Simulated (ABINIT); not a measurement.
Input of an ABINIT 10.8.3 (patched build) run:

The input run.abi:

```
# Pseudopotentials
pp_dirpath "./"
pseudos "Pb.upf, Se.upf"

# Structure
acell 4.3284127397 4.3284127397 4.3284127397 Angstrom
rprim
     0.0000000000     0.7071067812     0.7071067812
     0.7071067812     0.0000000000     0.7071067812
     0.7071067812     0.7071067812     0.0000000000
ntypat 2
znucl 82 34
natom 2
typat 1 2
chkprim 0
chksymtnons 0
tolsym 1.0e-6
xred
            0.0            0.0            0.0
            1/2            1/2            1/2

# Plane-wave basis
ecut 1061.244064 eV
ecutsm 0.5

# k points
kptopt 1
ngkpt 6 6 6
nshiftk 1
shiftk 0.0 0.0 0.0

# Exchange and correlation
ixc 11

# Bands and occupations
nband 19
occopt 3
tsmear 0.00183747

# SCF cycle
nstep 80
tolvrs 1.0e-12

# Output
iomode 3
prteig 0
prtebands 0
prtwf 0
prtden 0

# Relaxation
ionmov 22
optcell 2
ntime 50
tolmxf 2.0e-5
dilatmx 1.08
```

Potentials or basis: PseudoDojo NC SR PBE v0.4.1 standard.

Command:

```console
$ abinit run.abi > log 2>&1
```

(1) Estimate the relaxed volume.

(2) What does it give for the band gap on the k mesh?

(3) What does it give for the space group after relaxing (to 0.05 Å)?

Answers

(1) 30.01 Å³/atom.

(2) 0.44 eV, direct.

(3) Fm-3m (No. 225).

Caveat: spin-orbit coupling is left out, which as a rule narrows the gap of such compounds by several tenths of an eV.

The cell as given is a measured one (28.67 Å³/atom); PBE puts the equilibrium volume +4.7 % from it, thermal expansion not counted.
